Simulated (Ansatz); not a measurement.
**Is this In3As stable against decomposition?**

These are results of DFT PBE, scalar-relativistic, plane waves, PAW (Ansatz 0.2.0), not measurements. All cells share a 420 eV cutoff and Γ-centred k meshes spaced at most about 0.3 Å⁻¹ (about 0.25 or finer for metals, 2π included). No spin polarisation.

Energies over the elements count from the elements' standard structures at the same level, with no fitted energy shifts.

These are static total energies at zero pressure. The reference form of As is held partly by dispersion forces, which this level lacks.

The competitors are the elements and 2 reference phases of this chemical system (from databases or known types: In3As, InAs), relaxed at the same level; other known phases may be missing.

The candidate was reached from: random cell.

```yaml
crystal:
  lattice:
    - [3.06827, 1.77147, 4.63888]
    - [-3.06827, 1.77147, 4.63888]
    - [0.00000, -3.54293, 4.63888]
  atoms:
    - { symbol: In, position: [0.50000, 0.50000, 0.00000] }
    - { symbol: In, position: [0.00000, 0.50000, 0.50000] }
    - { symbol: In, position: [0.50000, 0.00000, 0.50000] }
    - { symbol: As, position: [0.50000, 0.50000, 0.50000] }
```

**Question.** Into what would it decompose?

**Answer.** Its formation energy is 0.352 eV/atom. The lowest competing mixture at this composition is this:

| phase | space group | source | share of atoms | ΔE_f (eV/atom) |
| --- | --- | --- | --- | --- |
| In | - | element | 0.5000 | -0.0017 |
| InAs | F-43m (No. 216) | Materials Project | 0.5000 | -0.244 |

The lowest database cell of In (-0.0017) lies slightly below the reference, hence the non-zero entry.

The mixture lies at -0.123 eV/atom, and the candidate lies 0.47 eV/atom above it (0.48 eV/atom from unrounded values). The candidate matches no cell in the subsets of the Crystallography Open Database and the Materials Project at hand. The margin is far too high for a likely synthesis.
